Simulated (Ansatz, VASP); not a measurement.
## Two plane-wave programs on Si

```xyz
24
Lattice="7.7354 0.0000 0.0000 -3.8677 6.6991 0.0000 0.0000 0.0000 26.2054" Properties=species:S:1:pos:R:3 pbc="T T T"
Si    3.8677    2.2330    8.0000
Si    1.9339    5.5826    8.0000
Si    0.0000    2.2330    8.0000
Si   -1.9339    5.5826    8.0000
Si    1.9339    3.3495    8.7895
Si    3.8677    0.0000    8.7895
Si   -1.9339    3.3495    8.7895
Si    0.0000    0.0000    8.7895
Si   -1.9339    3.3495   11.1580
Si    0.0000    0.0000   11.1580
Si    1.9339    3.3495   11.1580
Si    3.8677    0.0000   11.1580
Si    3.8714    4.4639   11.9152
Si    5.7977    1.1187   11.9421
Si   -0.0032    4.4679   11.9420
Si    1.9375    1.1144   11.9152
Si   -0.1457    4.5502   14.3749
Si    1.9965    1.0791   14.3292
Si    3.9314    4.4305   14.3292
Si    5.6551    1.2011   14.3726
Si   -2.0208    5.6327   15.3060
Si   -0.0131    2.2400   14.6061
Si    1.9212    5.5904   14.6061
Si    3.7794    2.2840   15.3012
```

Alike in both runs: task single point; functional PBE; k mesh 3 × 3 × 1; occupations gaussian, width 0.05 eV; no spin polarisation.

|  | VASP | Ansatz |
| --- | --- | --- |
| version | VASP 6.6.1 | Ansatz 0.2.0 |
| potentials or method | VASP PAW PBE potentials, release 64 (Si) | scalar-relativistic, plane waves, PAW |
| plane-wave cutoff (eV) | 520 | 420 |
| valence electrons in the cell | 96 | 96 |

```csv
,VASP,Ansatz,Ansatz less VASP
gap on the k mesh at the Fermi level (eV),none,none,-
rms of the force components (eV/Å),0.247,0.245,-0.0017
"work function, face that differs most (eV)",4.78,4.78,-0.004
```

Atom by atom the forces differ by 0.003 eV/Å (rms over components). A gap of «none» marks a metal or a gap that the smearing closes. The functional is the same, so the differences come from potentials, cutoffs and numerics.
